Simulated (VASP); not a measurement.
# Rb (Fm-3m) in VASP: notebook

One crystal, Rb, is run at these levels: r2SCAN; tasks: single point.

Everything below comes from runs of VASP 6.6.1. Logs are shortened: lines on timing, memory, paths and dates and some standing lists are left out, and cuts for length are marked.

## Step 1: Starting point

The structure is cubic, space group Fm-3m (No. 225). Conventional cell: a = 7.280 Å, b = 7.280 Å, c = 7.280 Å, α = 90.00°, β = 90.00°, γ = 90.00°.

This isn't the form of Rb at room conditions, which is bcc.

## Step 2: Single point, r2SCAN

The input, INCAR:

```
SYSTEM = Rb
PREC = Accurate
ENCUT = 450
EDIFF = 1E-6
ISMEAR = 1
SIGMA = 0.05
LREAL = .FALSE.
LASPH = .TRUE.
NELM = 100
ALGO = Normal
ISIF = 2
LWAVE = .FALSE.
LCHARG = .FALSE.
METAGGA = R2SCAN
LMIXTAU = .TRUE.
ADDGRID = .FALSE.
```

The input, KPOINTS:

```
regular mesh
0
G
  5 5 5
  0 0 0
```

The input, POSCAR:

```
Rb
1.0
    0.0790870000      3.6559800000      3.6130310000
    3.6559400000      0.0406780000      3.6514400000
    3.6810400000      3.7194890000      0.0155780000
Rb
1
Direct
   -0.0191540000      0.0033960000      0.0084760000
```

Potentials or basis: VASP PAW PBE potentials, release 64 (Rb_sv).

Started as:

```bash
cat potpaw_PBE.64/Rb_sv/POTCAR > POTCAR
mpirun -np 1 vasp_std > vasp.out
```

OUTCAR:

```text
SYSTEM = Rb
   PREC = Accurate
   ENCUT = 450
   EDIFF = 1E-6
   ISMEAR = 1
   LREAL = .FALSE.
   LASPH = .TRUE.
   NELM = 100
   ISIF = 2
   METAGGA = R2SCAN

 Found     63 irreducible k-points:

 Following reciprocal coordinates:
            Coordinates               Weight
  0.000000  0.000000  0.000000      1.000000
  0.200000 -0.000000  0.000000      2.000000
  0.400000  0.000000  0.000000      2.000000
  0.000000  0.200000  0.000000      2.000000
  0.200000  0.200000  0.000000      2.000000
  0.400000  0.200000  0.000000      2.000000
   k-points           NKPTS =     63   k-points in BZ     NKDIM =     63   number of bands    NBANDS=      8
   number of dos      NEDOS =    301   number of ions     NIONS =      1
   total plane-waves  NPLWV =  46656
   dimension x,y,z NGX =    36 NGY =   36 NGZ =   36
   dimension x,y,z NGXF=    72 NGYF=   72 NGZF=   72
   ions per type =               1
   NGX,Y,Z   is equivalent  to a cutoff of  11.64, 11.58, 11.44 a.u.
   NGXF,Y,Z  is equivalent  to a cutoff of  23.28, 23.16, 22.87 a.u.
 SYSTEM =  Rb
   PREC   = accura    normal or accurate (medium, high low for compatibility)
   ISTART =      0    job   : 0-new  1-cont  2-samecut
   ICHARG =      2    charge: 1-file 2-atom 10-const
   ISPIN  =      1    spin polarized calculation?
   LNONCOLLINEAR =      F non collinear calculations
   LSORBIT =      F    spin-orbit coupling
   LASPH  =      T    aspherical Exc in radial PAW
   ENCUT  =  450.0 eV  33.07 Ry    5.75 a.u.   8.89  8.94  9.05*2*pi/ulx,y,z
   NELM   =    100;   NELMIN=  2; NELMDL= -5     # of ELM steps
   EDIFF  = 0.1E-05   stopping-criterion for ELM
   LREAL  =      F    real-space projection
   EDIFFG = 0.1E-04   stopping-criterion for IOM
   NSW    =      0    number of steps for IOM
   IBRION =     -1    ionic relax: 0-MD 1-quasi-New 2-CG
   NFREE  =      0    steps in history (QN), initial steepest desc. (CG)
   ISIF   =      2    stress and relaxation
   ISYM   =      2    0-nonsym 1-usesym 2-fastsym
   POTIM  = 0.5000    time-step for ionic-motion
   TEBEG  =    0.0;   TEEND  =   0.0 temperature during run
   PSTRESS=    0.0 pullay stress
   NELECT =       9.0000    total number of electrons
   NUPDOWN=      -1.0000    fix difference up-down
   EMIN   =  10.00;   EMAX   =-10.00  energy-range for DOS
   EFERMI =   0.00;   METHOD = LEGACY
   ISMEAR =     1;   SIGMA  =   0.05  broadening in eV -4-tet -1-fermi 0-gaus
   EFERMI_NEDOS =   21; number of points for ismear=-14 and -15
   IALGO  =     38    algorithm
   IMIX   =      4    mixing-type and parameters
     AMIX     =   0.40;   BMIX     =  1.00
     AMIX_MAG =   1.60;   BMIX_MAG =  1.00
  volume/ion in A,a.u.               =      96.45       650.86
  Fermi-wavevector in a.u.,A,eV,Ry     =   0.742548  1.403213  7.501953  0.551378
  Thomas-Fermi vector in A             =   1.837453
   LORBIT       =      0    0 simple, 1 ext, 2 COOP (PROOUT), +10 PAW based schemes
   METAGGA = R2SCAN    functional components
   LHFCALC =     F    Hartree Fock is set to
   AEXX    =    0.0000 exact exchange contribution
   IVDW    =     0    specifies the selected vdW correction
   LEPSILON=     F    determine dielectric tensor
   LRPA    =     F    only Hartree local field effects (RPA)
 non-spin polarized calculation
 Methfessel and Paxton  Order N= 1 SIGMA  =   0.05
  energy-cutoff  :      450.00
  volume of cell :       96.45
 maximum number of plane-waves:      2106
   NGX = 17   NGY = 17   NGZ = 19

 number of electron       9.0000000 magnetization

 Free energy of the ion-electron system (eV)
  ---------------------------------------------------
  ext. energy  EPLUGINS =         0.00000000
  ---------------------------------------------------
  free energy    TOTEN  =       -13.94383220 eV

  energy without entropy =      -13.94337882  energy(sigma->0) =      -13.94368108

 E-fermi :   0.0220     XC(G=0):  -5.5828

 val. band max:       -0.0106746785   @ k =   0.4000  -0.0000   0.4000
 cond. band min:       0.0261592412   @ k =  -0.0000   0.4000   0.4000
 fundamental gap:      0.0368339197
 Fermi energy:         0.0220450150

 k-point     1 :       0.0000    0.0000    0.0000
  band No.  band energies     occupation
      1     -30.1658      2.00000
      2     -13.6602      2.00000
      3     -13.6599      2.00000
      4     -13.6598      2.00000
      5      -2.0784      2.00000
      6       3.7755      0.00000
      7       3.8795      0.00000
      8       4.0284      0.00000

 k-point     2 :       0.2000   -0.0000    0.0000
  band No.  band energies     occupation
      1     -30.1646      2.00000
      2     -13.6898      2.00000
      3     -13.6646      2.00000
      4     -13.6638      2.00000
      5      -1.6210      2.00000
      6       2.9142      0.00000
      7       3.8801      0.00000
      8       4.0025      0.00000

 k-point     3 :       0.4000    0.0000    0.0000
  band No.  band energies     occupation
      1     -30.1626      2.00000
      2     -13.7371      2.00000
      3     -13.6720      2.00000
      4     -13.6702      2.00000
      5      -0.3940      2.00000
      6       1.2729      0.00000
      7       3.5929      0.00000
      8       3.7184      0.00000

 k-point     4 :       0.0000    0.2000    0.0000
  band No.  band energies     occupation
      1     -30.1647      2.00000
      2     -13.6884      2.00000
      3     -13.6641      2.00000
      4     -13.6634      2.00000
      5      -1.6340      2.00000
      6       2.8313      0.00000
      7       3.8529      0.00000
      8       4.1043      0.00000

 k-point     5 :       0.2000    0.2000    0.0000
  band No.  band energies     occupation
      1     -30.1643      2.00000
      2     -13.6871      2.00000
      3     -13.6707      2.00000
      4     -13.6697      2.00000
      5      -1.4878      2.00000
      6       2.9005      0.00000
      7       3.8131      0.00000
      8       3.8722      0.00000

 k-point     6 :       0.4000    0.2000    0.0000
  band No.  band energies     occupation
      1     -30.1626      2.00000
      2     -13.7220      2.00000
      3     -13.6799      2.00000
      4     -13.6783      2.00000
      5      -0.5247      2.00000
      6       1.9394      0.00000
      7       2.8482      0.00000
      8       3.8469      0.00000

 [... further k-points ...]

------------------------ aborting loop because EDIFF is reached ----------------------------------------

  FORCE on cell =-STRESS in cart. coord.  units (eV):
  Direction    XX          YY          ZZ          XY          YZ          ZX
  --------------------------------------------------------------------------------------
  -------------------------------------------------------------------------------------
  Total       -0.0487298     -0.0103342     -0.0548192     -0.0533027      0.0108656     -0.0278523
  in kB       -0.8094916     -0.1716705     -0.9106471     -0.8854563      0.1804975     -0.4626778
  external PRESSURE =      -0.6306030 kB  Pullay stress =       0.0000000 kB

 VOLUME and BASIS-vectors are now :
 -----------------------------------------------------------------------------
  energy-cutoff  :      450.00
  volume of cell :       96.45
      direct lattice vectors                 reciprocal lattice vectors
     0.079087000  3.655980000  3.613031000    -0.140810279  0.138770703  0.139437870
     3.655940000  0.040678000  3.651440000     0.138745112 -0.137882505  0.136484505
     3.681040000  3.719489000  0.015578000     0.136888613  0.133960839 -0.138549672

 POSITION                                       TOTAL-FORCE (eV/Angst)
 -----------------------------------------------------------------------------------
      0.12119      3.61762      3.55636         0.000000      0.000000      0.000000
 -----------------------------------------------------------------------------------
    total drift:                                0.000000      0.000000     -0.000000

  FREE ENERGIE OF THE ION-ELECTRON SYSTEM (eV)
  ---------------------------------------------------
  free  energy   TOTEN  =       -13.9438322033 eV

  energy  without entropy=      -13.9433788190  energy(sigma->0) =      -13.94368108
```

OSZICAR:

```text
N       E                     dE             d eps       ncg     rms          rms(c)
DAV:   1     0.292542747330E+02    0.29254E+02   -0.31978E+03  1008   0.751E+02
DAV:   2    -0.142464500178E+02   -0.43501E+02   -0.42306E+02  1088   0.141E+02
DAV:   3    -0.169154283217E+02   -0.26690E+01   -0.26683E+01  1384   0.402E+01
[... 24 lines left out ...]
DAV:  28    -0.139438256360E+02   -0.40030E-05   -0.40860E-06  1072   0.208E-02    0.459E-03
DAV:  29    -0.139438268966E+02   -0.12606E-05   -0.31335E-05  1008   0.630E-02    0.273E-03
DAV:  30    -0.139438289968E+02   -0.21002E-05   -0.12695E-06  1104   0.142E-02    0.202E-03
DAV:  31    -0.139438314297E+02   -0.24329E-05   -0.28528E-06  1024   0.191E-02    0.103E-03
DAV:  32    -0.139438322033E+02   -0.77356E-06   -0.11847E-06  1056   0.168E-02
   1 F= -.13943832E+02 E0= -.13943681E+02  d E =-.453384E-03
```

stdout:

```text
POSCAR found type information on POSCAR Rb
 POSCAR found :  1 types and       1 ions
 scaLAPACK will be used
 -----------------------------------------------------------------------------
|                                                                             |
|                                                                             |
|     You enforced a specific xc type in the INCAR file but a different       |
|     I HOPE YOU KNOW WHAT YOU ARE DOING!                                     |
|                                                                             |
 -----------------------------------------------------------------------------

 LDA part: xc-table for (None), standard interpolation
 POSCAR, INCAR and KPOINTS ok, starting setup
 FFT: planning ... GRIDC
 FFT: planning ... GRID_SOFT
 FFT: planning ... GRID
 WAVECAR not read
 entering main loop
```

It took 1.9 min on 1 thread of Intel Xeon 6975P-C (Granite Rapids), shared host; peak memory 0.23 GiB.

The run converged, but some of its settings lie outside the range that counts as converged, so its numbers aren't taken as properties of the crystal.

Results:

```
Free energy            : -13.9438 eV
Pressure               : -0.1 GPa
Band gap on the k mesh : none (metal or under the smearing width)
```

Caveat: the PAW data sets were made with another functional, which shifts forces and pressure a little.

## Step 3: Single point, r2SCAN

Edit INCAR of step 2 so:

```diff
@@ -5,3 +5,3 @@
 ISMEAR = 1
-SIGMA = 0.05
+SIGMA = 0.02
 LREAL = .FALSE.
```

KPOINTS is that of step 2.

The input, POSCAR:

```
Rb
1.0
    0.0000000000      3.6398846700      3.6398846700
    3.6398846700      0.0000000000      3.6398846700
    3.6398846700      3.6398846700      0.0000000000
Rb
1
Direct
    0.0000000000      0.0000000000      0.0000000000
```

Potentials or basis: VASP PAW PBE potentials, release 64 (Rb_sv).

Started as:

```bash
cat potpaw_PBE.64/Rb_sv/POTCAR > POTCAR
mpirun -np 1 vasp_std > vasp.out
```

Run time: 23 s. Hardware: 1 thread of Intel Xeon 6975P-C (Granite Rapids), shared host; peak memory 0.21 GiB.

The run converged, but some of its settings lie outside the range that counts as converged, so its numbers aren't taken as properties of the crystal.

Results:

| Quantity | Value |
| --- | --- |
| Free energy | -13.9443 eV |
| Pressure | -0.1 GPa |
| Band gap on the k mesh | none (metal or under the smearing width) |

Caveat: the PAW data sets were made with another functional, which shifts forces and pressure a little.

## Step 4: Single point, r2SCAN

INCAR is that of step 3.

KPOINTS is that of step 3.

The input, POSCAR:

```
Rb
1.0
    0.0790870000      3.6559800000      3.6130310000
    3.6559400000      0.0406780000      3.6514400000
    3.6810400000      3.7194890000      0.0155780000
Rb
1
Direct
   -0.0191540000      0.0033960000      0.0084760000
```

Started as:

```bash
cat potpaw_PBE.64/Rb_sv/POTCAR > POTCAR
mpirun -np 1 vasp_std > vasp.out
```

Run time: 1.9 min. Hardware: 1 thread of Intel Xeon 6975P-C (Granite Rapids), shared host; peak memory 0.22 GiB.

These settings aren't checked as converged: the numbers below hold their error.

Results:

```
Free energy            : -13.9436 eV
Pressure               : -0.1 GPa
Band gap on the k mesh : none (metal or under the smearing width)
```

Caveat: the PAW data sets were made with another functional, which shifts forces and pressure a little.

## Step 5: Single point, r2SCAN

Edit INCAR of step 4 so:

```diff
@@ -1,3 +1,3 @@
 SYSTEM = Rb
-PREC = Accurate
+PREC = Low
 ENCUT = 450
@@ -5,3 +5,3 @@
 ISMEAR = 1
-SIGMA = 0.02
+SIGMA = 0.2
 LREAL = .FALSE.
```

KPOINTS is that of step 4.

The input, POSCAR:

```
Rb
1.0
    0.0000000000      3.6398846700      3.6398846700
    3.6398846700      0.0000000000      3.6398846700
    3.6398846700      3.6398846700      0.0000000000
Rb
1
Direct
    0.0000000000      0.0000000000      0.0000000000
```

Potentials or basis: VASP PAW PBE potentials, release 64 (Rb_sv).

Started as:

```bash
cat potpaw_PBE.64/Rb_sv/POTCAR > POTCAR
mpirun -np 1 vasp_std > vasp.out
```

OUTCAR:

```text
SYSTEM = Rb
   PREC = Low
   ENCUT = 450
   EDIFF = 1E-6
   ISMEAR = 1
   LREAL = .FALSE.
   LASPH = .TRUE.
   NELM = 100
   ISIF = 2
   METAGGA = R2SCAN

 Found     10 irreducible k-points:

 Following reciprocal coordinates:
            Coordinates               Weight
  0.000000  0.000000  0.000000      1.000000
  0.200000  0.000000  0.000000      8.000000
  0.400000  0.000000  0.000000      8.000000
  0.200000  0.200000  0.000000      6.000000
  0.400000  0.200000  0.000000     24.000000
 -0.400000  0.200000  0.000000     24.000000
   k-points           NKPTS =     10   k-points in BZ     NKDIM =     10   number of bands    NBANDS=      8
   number of dos      NEDOS =    301   number of ions     NIONS =      1
   total plane-waves  NPLWV =  21952
   dimension x,y,z NGX =    28 NGY =   28 NGZ =   28
   dimension x,y,z NGXF=    28 NGYF=   28 NGZF=   28
   ions per type =               1
   NGX,Y,Z   is equivalent  to a cutoff of   9.04,  9.04,  9.04 a.u.
   NGXF,Y,Z  is equivalent  to a cutoff of   9.04,  9.04,  9.04 a.u.
 SYSTEM =  Rb
   PREC   = low       normal or accurate (medium, high low for compatibility)
   ISTART =      0    job   : 0-new  1-cont  2-samecut
   ICHARG =      2    charge: 1-file 2-atom 10-const
   ISPIN  =      1    spin polarized calculation?
   LNONCOLLINEAR =      F non collinear calculations
   LSORBIT =      F    spin-orbit coupling
[... 59 lines left out ...]
 k-point     1 :       0.0000    0.0000    0.0000
  band No.  band energies     occupation
      1     -30.1643      2.00000
      2     -13.6587      2.00000
      3     -13.6587      2.00000
      4     -13.6587      2.00000
      5      -2.0779      2.00000
      6       3.8948     -0.00000
      7       3.8949     -0.00000
      8       3.8949     -0.00000
[... 45 lines left out ...]
 k-point     6 :      -0.4000    0.2000    0.0000
  band No.  band energies     occupation
      1     -30.1607      2.00000
      2     -13.7281      2.00000
      3     -13.6893      2.00000
      4     -13.6735      2.00000
      5       0.3758     -0.05090
      6       0.8969     -0.00000
      7       2.5742     -0.00000
      8       3.8871     -0.00000

 [... further k-points ...]

------------------------ aborting loop because EDIFF is reached ----------------------------------------

  FORCE on cell =-STRESS in cart. coord.  units (eV):
  Direction    XX          YY          ZZ          XY          YZ          ZX
  --------------------------------------------------------------------------------------
  -------------------------------------------------------------------------------------
  Total       -0.0434708     -0.0434708     -0.0434708      0.0000000     -0.0000000      0.0000000
  in kB       -0.7221305     -0.7221305     -0.7221305      0.0000000     -0.0000000      0.0000000
  external PRESSURE =      -0.7221305 kB  Pullay stress =       0.0000000 kB

 VOLUME and BASIS-vectors are now :
 -----------------------------------------------------------------------------
  energy-cutoff  :      450.00
  volume of cell :       96.45
      direct lattice vectors                 reciprocal lattice vectors
     0.000000000  3.639884670  3.639884670    -0.137366990  0.137366990  0.137366990
     3.639884670  0.000000000  3.639884670     0.137366990 -0.137366990  0.137366990
     3.639884670  3.639884670  0.000000000     0.137366990  0.137366990 -0.137366990

 POSITION                                       TOTAL-FORCE (eV/Angst)
 -----------------------------------------------------------------------------------
      0.00000      0.00000      0.00000         0.000000     -0.000000     -0.000000
 -----------------------------------------------------------------------------------
    total drift:                                0.000000      0.000000     -0.000000

  FREE ENERGIE OF THE ION-ELECTRON SYSTEM (eV)
  ---------------------------------------------------
  free  energy   TOTEN  =       -13.9460945013 eV

  energy  without entropy=      -13.9489210690  energy(sigma->0) =      -13.94703669
```

Wall time 14 s (1 thread of Intel Xeon 6975P-C (Granite Rapids), shared host); peak memory 0.12 GiB.

These settings aren't checked as converged: the numbers below hold their error.

Results:

| Quantity | Value |
| --- | --- |
| Free energy | -13.9461 eV |
| Pressure | -0.1 GPa |
| Band gap on the k mesh | none (metal or under the smearing width) |

Caveat: the PAW data sets were made with another functional, which shifts forces and pressure a little.

## Step 6: For comparison

An earlier run on the cell as given: functional PBE; potentials or basis VASP PAW PBE potentials, release 64 (Rb_sv); cutoff 520 eV; k mesh 6 × 6 × 6; occupations fermi-dirac, width 0.05 eV; no spin polarisation.

- Pressure: -0.1 GPa
- Band gap on the k mesh: none (metal or under the smearing width)
